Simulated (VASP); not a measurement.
# C (Fd-3m) in VASP: notebook

One crystal, C, is run at these levels: PBEsol; tasks: relaxation of cell and atoms.

Everything below comes from runs of VASP 6.6.1. Logs are shortened: lines on timing, memory, paths and dates and some standing lists are left out, and cuts for length are marked.

## Step 1: Starting point

It takes space group Fd-3m (No. 227, cubic). The conventional cell has a = 3.567 Å, b = 3.567 Å, c = 3.567 Å, α = 90.00°, β = 90.00°, γ = 90.00°. Around C (site symmetry -43m) lie 4 C at 1.54 Å.

This isn't the form of C at room conditions, which is graphite.

## Step 2: Relaxation of cell and atoms, PBEsol

The input, INCAR:

```
ALGO = Normal ; EDIFF = 1E-6
EDIFFG = -0.01 ; ENCUT = 600
GGA = PS ; IBRION = 2
ISIF = 3 ; ISMEAR = 0
LASPH = T ; LCHARG = F
LREAL = F ; LWAVE = F
NELM = 80 ; NSW = 90
PREC = Accurate ; SIGMA = 0.03
```

The input, KPOINTS:

```
k-points
0
Gamma
  14 14 14
```

The input, POSCAR:

```
C
1.0
    0.0000000000      1.7833700000      1.7833700000
    1.7833700000      0.0000000000      1.7833700000
    1.7833700000      1.7833700000      0.0000000000
C
2
Direct
    0.0000000000      0.0000000000      0.0000000000
    0.2500000000      0.2500000000      0.2500000000
```

Potentials or basis: VASP PAW PBE potentials, release 64 (C).

Command:

```console
> cat potpaw_PBE.64/C/POTCAR > POTCAR
> mpirun -np 1 vasp_std > vasp.out
```

OUTCAR:

```text
EDIFF = 1E-6
   EDIFFG = -0.01
   ENCUT = 600
   GGA = PS
   IBRION = 2
   ISIF = 3
   ISMEAR = 0
   LASPH = T
   LREAL = F
   NELM = 80
   NSW = 90
   PREC = Accurate

 ion  position               nearest neighbor table
   1  0.000  0.000  0.000-   2 1.54   2 1.54   2 1.54   2 1.54
   2  0.250  0.250  0.250-   1 1.54   1 1.54   1 1.54   1 1.54

  LATTYP: Found a face centered cubic cell.
 ALAT       =     3.5667400000

  Lattice vectors:

 A1 = (   0.0000000000,   1.7833700000,   1.7833700000)
 A2 = (   1.7833700000,   0.0000000000,   1.7833700000)
 A3 = (   1.7833700000,   1.7833700000,   0.0000000000)

Analysis of symmetry for initial positions (statically):
=====================================================================
 Subroutine PRICEL returns:
 Original cell was already a primitive cell.

 Routine SETGRP: Setting up the symmetry group for a
 face centered cubic supercell.

 Subroutine GETGRP returns: Found 48 space group operations
 (whereof 24 operations were pure point group operations)
 out of a pool of 48 trial point group operations.

The static configuration has the point symmetry T_d .
 The point group associated with its full space group is O_h .

Analysis of symmetry for dynamics (positions and initial velocities):
=====================================================================
 Subroutine PRICEL returns:
 Original cell was already a primitive cell.

 Routine SETGRP: Setting up the symmetry group for a
 face centered cubic supercell.

 Subroutine GETGRP returns: Found 48 space group operations
 (whereof 24 operations were pure point group operations)
 out of a pool of 48 trial point group operations.

The dynamic configuration has the point symmetry T_d .
 The point group associated with its full space group is O_h .

 Subroutine INISYM returns: Found 48 space group operations
 (whereof 24 operations are pure point group operations),
 and found     1 'primitive' translations

----------------------------------------------------------------------------------------

                                     Primitive cell

  volume of cell :      11.3437

  direct lattice vectors                    reciprocal lattice vectors
     0.000000000  1.783370000  1.783370000    -0.280368067  0.280368067  0.280368067
     1.783370000  0.000000000  1.783370000     0.280368067 -0.280368067  0.280368067
     1.783370000  1.783370000  0.000000000     0.280368067  0.280368067 -0.280368067

  length of vectors
     2.522066041  2.522066041  2.522066041     0.485611737  0.485611737  0.485611737

  position of ions in fractional coordinates (direct lattice)
     0.000000000  0.000000000  0.000000000
     0.250000000  0.250000000  0.250000000

  ion indices of the primitive-cell ions
   primitive index   ion index
                 1           1
                 2           2

----------------------------------------------------------------------------------------

 KPOINTS: k-points

Automatic generation of k-mesh.
 Grid dimensions read from file:
 generate k-points for:   14   14   14

 Generating k-lattice:

  Cartesian coordinates                     Fractional coordinates (reciprocal lattice)
    -0.020026291  0.020026291  0.020026291     0.071428571  0.000000000  0.000000000
     0.020026291 -0.020026291  0.020026291     0.000000000  0.071428571  0.000000000
     0.020026291  0.020026291 -0.020026291     0.000000000  0.000000000  0.071428571

  Length of vectors
     0.034686553  0.034686553  0.034686553

  Shift w.r.t. Gamma in fractional coordinates (k-lattice)
     0.000000000  0.000000000  0.000000000

 Subroutine IBZKPT returns following result:
 ===========================================

 Found    104 irreducible k-points:

 Following reciprocal coordinates:
            Coordinates               Weight
  0.000000  0.000000  0.000000      1.000000
  0.071429  0.000000  0.000000      8.000000
  0.142857  0.000000  0.000000      8.000000
  0.214286  0.000000  0.000000      8.000000
  0.285714  0.000000  0.000000      8.000000
  0.357143  0.000000  0.000000      8.000000
[... 16 lines left out ...]
  0.214286  0.142857  0.000000     24.000000
  0.285714  0.142857  0.000000     24.000000
 [... further k-points ...]
   k-points           NKPTS =    104   k-points in BZ     NKDIM =    104   number of bands    NBANDS=      8
   number of dos      NEDOS =    301   number of ions     NIONS =      2
   total plane-waves  NPLWV =   8000
   dimension x,y,z NGX =    20 NGY =   20 NGZ =   20
   dimension x,y,z NGXF=    40 NGYF=   40 NGZF=   40
   ions per type =               2
   NGX,Y,Z   is equivalent  to a cutoff of  13.18, 13.18, 13.18 a.u.
   NGXF,Y,Z  is equivalent  to a cutoff of  26.37, 26.37, 26.37 a.u.
 SYSTEM =  unknown system
   PREC   = accura    normal or accurate (medium, high low for compatibility)
   ISTART =      0    job   : 0-new  1-cont  2-samecut
   ICHARG =      2    charge: 1-file 2-atom 10-const
   ISPIN  =      1    spin polarized calculation?
   LNONCOLLINEAR =      F non collinear calculations
   LSORBIT =      F    spin-orbit coupling
   LASPH  =      T    aspherical Exc in radial PAW
   ENCUT  =  600.0 eV  44.10 Ry    6.64 a.u.   5.04  5.04  5.04*2*pi/ulx,y,z
   NELM   =     80;   NELMIN=  2; NELMDL= -5     # of ELM steps
   EDIFF  = 0.1E-05   stopping-criterion for ELM
   LREAL  =      F    real-space projection
   EDIFFG = -.1E-01   stopping-criterion for IOM
   NSW    =     90    number of steps for IOM
   IBRION =      2    ionic relax: 0-MD 1-quasi-New 2-CG
   NFREE  =      1    steps in history (QN), initial steepest desc. (CG)
   ISIF   =      3    stress and relaxation
   ISYM   =      2    0-nonsym 1-usesym 2-fastsym
   POTIM  = 0.5000    time-step for ionic-motion
   TEBEG  =    0.0;   TEEND  =   0.0 temperature during run
   PSTRESS=    0.0 pullay stress
   NELECT =       8.0000    total number of electrons
   NUPDOWN=      -1.0000    fix difference up-down
   EMIN   =  10.00;   EMAX   =-10.00  energy-range for DOS
   EFERMI =   0.00;   METHOD = LEGACY
   ISMEAR =     0;   SIGMA  =   0.03  broadening in eV -4-tet -1-fermi 0-gaus
   EFERMI_NEDOS =   21; number of points for ismear=-14 and -15
   IALGO  =     38    algorithm
   IMIX   =      4    mixing-type and parameters
     AMIX     =   0.40;   BMIX     =  1.00
     AMIX_MAG =   1.60;   BMIX_MAG =  1.00
  volume/ion in A,a.u.               =       5.67        38.28
  Fermi-wavevector in a.u.,A,eV,Ry     =   1.457203  2.753714 28.891161  2.123440
  Thomas-Fermi vector in A             =   2.574032
   LORBIT       =      0    0 simple, 1 ext, 2 COOP (PROOUT), +10 PAW based schemes
   GGA     = PS    functional components
   LHFCALC =     F    Hartree Fock is set to
   AEXX    =    0.0000 exact exchange contribution
   IVDW    =     0    specifies the selected vdW correction
   LEPSILON=     F    determine dielectric tensor
   LRPA    =     F    only Hartree local field effects (RPA)
 conjugate gradient relaxation of ions
 non-spin polarized calculation
 Gauss-broadening in eV      SIGMA  =   0.03
  energy-cutoff  :      600.00
  volume of cell :       11.34
 maximum number of plane-waves:       388
   NGX =  9   NGY =  9   NGZ =  9

--------------------------------------- Ionic step        1  -------------------------------------------

 number of electron       7.9999999 magnetization

 Free energy of the ion-electron system (eV)
  ---------------------------------------------------
  ext. energy  EPLUGINS =         0.00000000
  ---------------------------------------------------
  free energy    TOTEN  =       -19.25323573 eV

  energy without entropy =      -19.25323573  energy(sigma->0) =      -19.25323573

 E-fermi :   9.8757     XC(G=0): -13.4328

 val. band max:        9.7081039549   @ k =   0.0000   0.0000   0.0000
 cond. band min:      13.7143554445   @ k =   0.3571   0.3571   0.0000
 fundamental gap:      4.0062514896
 Fermi energy:         9.8757204968

 k-point     1 :       0.0000    0.0000    0.0000
  band No.  band energies     occupation
      1     -11.8132      2.00000
      2       9.7081      2.00000
      3       9.7081      2.00000
      4       9.7081      2.00000
      5      15.2475      0.00000
      6      15.2475      0.00000
      7      15.2475      0.00000
      8      23.0763      0.00000

 k-point     2 :       0.0714    0.0000    0.0000
  band No.  band energies     occupation
      1     -11.6716      2.00000
      2       8.7675      2.00000
      3       9.4626      2.00000
      4       9.4626      2.00000
      5      15.5680      0.00000
      6      15.5680      0.00000
      7      15.8077      0.00000
      8      23.1899      0.00000
[... 300 lines left out ...]
 POSITION                                       TOTAL-FORCE (eV/Angst)
 -----------------------------------------------------------------------------------
      3.53991      1.76995      1.76995        -0.000000      0.000000     -0.000000
      0.88498      0.88498      0.88498         0.000000     -0.000000      0.000000
 -----------------------------------------------------------------------------------
    total drift:                                0.000000      0.000000      0.000000

  FREE ENERGIE OF THE ION-ELECTRON SYSTEM (eV)
  ---------------------------------------------------
  free  energy   TOTEN  =       -19.2522571314 eV

  energy  without entropy=      -19.2522571314  energy(sigma->0) =      -19.25225713

--------------------------------------- Ionic step        3  -------------------------------------------

 number of electron       7.9999999 magnetization

 Free energy of the ion-electron system (eV)
  ---------------------------------------------------
  ext. energy  EPLUGINS =         0.00000000
  ---------------------------------------------------
  free energy    TOTEN  =       -19.25479916 eV

  energy without entropy =      -19.25479916  energy(sigma->0) =      -19.25479916

 E-fermi :  10.0479     XC(G=0): -13.4820

 val. band max:        9.8526693231   @ k =   0.0000   0.0000   0.0000
 cond. band min:      13.8814781584   @ k =   0.3571   0.3571   0.0000
 fundamental gap:      4.0288088353
 Fermi energy:        10.0479333583

 k-point     1 :       0.0000    0.0000    0.0000
  band No.  band energies     occupation
      1     -11.8030      2.00000
      2       9.8527      2.00000
      3       9.8527      2.00000
      4       9.8527      2.00000
      5      15.4195      0.00000
      6      15.4195      0.00000
      7      15.4195      0.00000
      8      23.4486      0.00000

 k-point     2 :       0.0714    0.0000    0.0000
  band No.  band energies     occupation
      1     -11.6605      2.00000
      2       8.9044      2.00000
      3       9.6044      2.00000
      4       9.6044      2.00000
      5      15.7436      0.00000
      6      15.7436      0.00000
      7      15.9889      0.00000
      8      23.5565      0.00000
[... 264 lines left out ...]
 POSITION                                       TOTAL-FORCE (eV/Angst)
 -----------------------------------------------------------------------------------
      0.00000      0.00000      0.00000        -0.000000     -0.000000     -0.000000
      0.88873      0.88873      0.88873         0.000000      0.000000      0.000000
 -----------------------------------------------------------------------------------
    total drift:                                0.000000      0.000000      0.000000

  FREE ENERGIE OF THE ION-ELECTRON SYSTEM (eV)
  ---------------------------------------------------
  free  energy   TOTEN  =       -19.2547991610 eV

  energy  without entropy=      -19.2547991610  energy(sigma->0) =      -19.25479916

 reached required accuracy - stopping structural energy minimisation
```

It took 7.9 s on 1 thread of Intel Xeon 6975P-C (Granite Rapids), shared host; peak memory 0.12 GiB.

What came out:

```
Free energy                            : -19.2548 eV
Relaxed volume                         : 5.62 Å³/atom
Relaxed cell                           : a = 2.514 Å, b = 2.514 Å, c = 2.514 Å, α = 60.00°, β = 60.00°, γ = 60.00°
Space group after relaxing (to 0.05 Å) : Fd-3m (No. 227)
Energy gained by relaxing              : 0.8 meV/atom
Ionic steps                            : 3
Pressure after relaxing                : 0.0 GPa
Band gap on the k mesh                 : 4.03 eV, indirect (least direct gap 5.57 eV)
```

Step by step:
```csv
step,energy change (eV),largest force (eV/Å),pressure (GPa),volume (Å³)
1,0.0000,0.0000,-4.41,11.34
2,0.0010,0.0000,5.83,11.09
3,-0.0016,0.0000,-0.01,11.23
```

Final structure:
```
C
1.0
     0.00000    1.77745    1.77745
     1.77745    0.00000    1.77745
     1.77745    1.77745    0.00000
C
2
Cartesian
  0.0000 0.0000 0.0000
  0.8887 0.8887 0.8887
```

Levels at points of the mesh, in eV from the valence-band top:
```
           k point  band 1  band 2  band 3  band 4  band 5  band 6  band 7  band 8
(0.00, 0.00, 0.00)  -21.66    0.00    0.00    0.00    5.57    5.57    5.57   13.60
(0.50, 0.00, 0.00)  -15.77  -13.58   -2.84   -2.84    8.43    8.43    8.97   15.58
(0.50, 0.50, 0.00)  -12.85  -12.85   -6.40   -6.40    4.62    4.62   16.93   16.93
```

Caveat: the PAW data sets were made with another functional, which shifts forces and pressure a little. A k mesh can miss the band edges.

## Step 3: Relaxation of cell and atoms, PBEsol

This run uses another cell than the first one, of 5.62 Å³/atom, 0.990 times its volume.

Edit INCAR of step 2 so:

```diff
@@ -1,3 +1,3 @@
-ALGO = Normal ; EDIFF = 1E-6
-EDIFFG = -0.01 ; ENCUT = 600
+ALGO = Normal ; EDIFF = 1E-7
+EDIFFG = -0.005 ; ENCUT = 600
 GGA = PS ; IBRION = 2
```

KPOINTS is that of step 2.

The input, POSCAR:

```
C                                       
1.0
    0.0000000000      1.7774542777      1.7774542777
    1.7774542777     -0.0000000000      1.7774542777
    1.7774542777      1.7774542777      0.0000000000
  C             
     2
Direct
     0.0000000000000000    0.0000000000000000    0.0000000000000000
     0.2500000000000000    0.2500000000000000    0.2500000000000000
```

Potentials or basis: VASP PAW PBE potentials, release 64 (C).

Command:

```console
> cat potpaw_PBE.64/C/POTCAR > POTCAR
> mpirun -np 1 vasp_std > vasp.out
```

OUTCAR:

```text
EDIFF = 1E-7
   EDIFFG = -0.005
   ENCUT = 600
   GGA = PS
   IBRION = 2
   ISIF = 3
   ISMEAR = 0
   LASPH = T
   LREAL = F
   NELM = 80
   NSW = 90
   PREC = Accurate

 ion  position               nearest neighbor table
   1  0.000  0.000  0.000-   2 1.54   2 1.54   2 1.54   2 1.54
   2  0.250  0.250  0.250-   1 1.54   1 1.54   1 1.54   1 1.54

  LATTYP: Found a face centered cubic cell.
 ALAT       =     3.5549085554

  Lattice vectors:

 A1 = (   0.0000000000,   1.7774542777,   1.7774542777)
 A2 = (   1.7774542777,   0.0000000000,   1.7774542777)
 A3 = (   1.7774542777,   1.7774542777,   0.0000000000)

Analysis of symmetry for initial positions (statically):
=====================================================================
 Subroutine PRICEL returns:
 Original cell was already a primitive cell.

 Routine SETGRP: Setting up the symmetry group for a
 face centered cubic supercell.

 Subroutine GETGRP returns: Found 48 space group operations
 (whereof 24 operations were pure point group operations)
 out of a pool of 48 trial point group operations.

The static configuration has the point symmetry T_d .
 The point group associated with its full space group is O_h .
[... 172 lines left out ...]
  band No.  band energies     occupation
      1     -11.8030      2.00000
      2       9.8527      2.00000
      3       9.8527      2.00000
      4       9.8527      2.00000
      5      15.4196      0.00000
      6      15.4196      0.00000
      7      15.4196      0.00000
      8      23.4487      0.00000
[... 243 lines left out ...]
 k-point    24 :       0.2857    0.1429    0.0000
  band No.  band energies     occupation
      1      -9.7312      2.00000
      2       3.7678      2.00000
      3       6.4764      2.00000
      4       7.2369      2.00000
      5      15.7270      0.00000
      6      19.8887      0.00000
      7      19.9586      0.00000
      8      22.2120      0.00000

 [... further k-points ...]

------------------------ aborting loop because EDIFF is reached ----------------------------------------

  FORCE on cell =-STRESS in cart. coord.  units (eV):
  Direction    XX          YY          ZZ          XY          YZ          ZX
  --------------------------------------------------------------------------------------
  -------------------------------------------------------------------------------------
  Total        0.0012969      0.0012969      0.0012969     -0.0000000     -0.0000000     -0.0000000
  in kB        0.1850018      0.1850018      0.1850018     -0.0000000     -0.0000000     -0.0000000
  external PRESSURE =       0.1850018 kB  Pullay stress =       0.0000000 kB

 VOLUME and BASIS-vectors are now :
 -----------------------------------------------------------------------------
  energy-cutoff  :      600.00
  volume of cell :       11.23
      direct lattice vectors                 reciprocal lattice vectors
     0.000000000  1.777454278  1.777454278    -0.281301188  0.281301188  0.281301188
     1.777454278  0.000000000  1.777454278     0.281301188 -0.281301188  0.281301188
     1.777454278  1.777454278  0.000000000     0.281301188  0.281301188 -0.281301188

 POSITION                                       TOTAL-FORCE (eV/Angst)
 -----------------------------------------------------------------------------------
      0.00000      0.00000      0.00000        -0.000000     -0.000000     -0.000000
      0.88873      0.88873      0.88873         0.000000      0.000000      0.000000
 -----------------------------------------------------------------------------------
    total drift:                                0.000000      0.000000      0.000000

  FREE ENERGIE OF THE ION-ELECTRON SYSTEM (eV)
  ---------------------------------------------------
  free  energy   TOTEN  =       -19.2543270780 eV

  energy  without entropy=      -19.2543270780  energy(sigma->0) =      -19.25432708

 reached required accuracy - stopping structural energy minimisation
```

Run time: 6.6 s. Hardware: 1 thread of Intel Xeon 6975P-C (Granite Rapids), shared host; peak memory 0.12 GiB.

Results:

```yaml
Free_energy: -19.2543 eV
Pressure_after_relaxing: 0.0 GPa
Band_gap_on_the_k_mesh: 4.03 eV, indirect (least direct gap 5.57 eV)
```

Final structure:
```
C
1.0
     0.00000    1.77745    1.77745
     1.77745    0.00000    1.77745
     1.77745    1.77745    0.00000
C
2
Direct
  0.00000 0.00000 0.00000
  0.25000 0.25000 0.25000
```

Caveat: the relaxation stopped at its first step, so nothing moved; the PAW data sets were made with another functional, which shifts forces and pressure a little.
